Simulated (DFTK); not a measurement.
Crystal: W.

```xyz
1
Lattice="-1.5823 1.5823 1.5823 1.5823 -1.5823 1.5823 1.5823 1.5823 -1.5823" Properties=species:S:1:pos:R:3 pbc="T T T"
W     0.0000    0.0000    0.0000
```

Base run:

* Program: DFTK 0.8.2
* Functional: PBEsol
* Potentials or basis: dojo.nc.sr.pbesol.v0_4_1.standard.upf (PBEsol)
* Cutoff: 1007 eV
* k mesh: 12 × 12 × 12
* Occupations: fermi-dirac, width 0.05 eV
* Spin: no spin polarisation

Its results: band gap on the k mesh none (metal or under the smearing width); pressure -2.8 GPa.

Question: The run is repeated on the same cell with these changes: functional from PBEsol to LDA; potentials or basis from dojo.nc.sr.pbesol.v0_4_1.standard.upf (PBEsol) to cp2k.nc.sr.lda.v0_1.largecore.gth (LDA, GTH, large core); cutoff from 1007 eV to 789 eV; valence electrons from 14 to 6. What comes out?

Answer: Band gap on the k mesh none (metal or under the smearing width); pressure -7.9 GPa.

Caveats: GTH potentials come without recommended cutoffs, and this one wasn't checked for convergence (some runs); spin-orbit coupling is left out, which moves the levels of the heavy elements (some runs); this set keeps more shells in the core, which shifts pressures and gaps (some runs).
